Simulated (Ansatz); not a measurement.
# MoS2 under changes of volume

One of the cells (50.735 Å³/atom); the others are scaled copies at fixed shape and fractional positions:

```
Mo S
1.0
     3.18413    0.00000    0.00000
    -1.59206    2.75753    0.00000
     0.00000    0.00000   17.33460
Mo S
1 2
Direct
  0.00000 0.00000 0.00000
  0.33333 0.66667 0.91051
  0.33333 0.66667 0.08949
```

| Property | Result |
| --- | --- |
| Program | Ansatz 0.2.0 |
| Functional | LDA |
| Potentials or basis | all-electron LAPW, scalar-relativistic |
| Cutoff | 241 eV (chosen from the basis error) |
| Basis error allowed | 0.002 eV/atom |
| k mesh | 10 × 10 × 2 |
| Occupations | fermi-dirac, width 0.05 eV |
| Spin | no spin polarisation |

```tsv
volume (Å³/atom)	energy over the lowest point (meV/atom)	gap on the mesh (eV)	largest force (eV/Å)
47.690	?	?	?
48.705	0.00	1.84	0.311
49.720	2.78	1.79	0.054
50.735	12.41	1.73	0.390
51.749	28.14	1.68	0.700
52.764	49.35	1.63	0.987
53.779	75.43	1.58	1.252
```

Q: What does the run at 47.690 Å³/atom give?

A: Energy over the lowest point 4.86 meV/atom; gap on the mesh 1.90 eV; largest force 0.705 eV/Å.

Worked out: A Birch-Murnaghan fit of order 3 (a polynomial in V^(-2/3)) to the other rows has its minimum at 48.83 Å³/atom with B0 = V·E''(V) = 57 GPa and B' = 4.5 at fixed shape and positions, which overstates the stiffness. It gives 4.90 meV/atom at 47.690 Å³/atom, against the run's 4.86. A straight line through the other rows of the gap, of slope -2.64 eV per unit of ln V, extrapolates to 1.90 eV, against the run's 1.90.

Energies are extrapolated to zero smearing.

A mesh can miss the band edges. Spin-orbit coupling on Mo is left out.
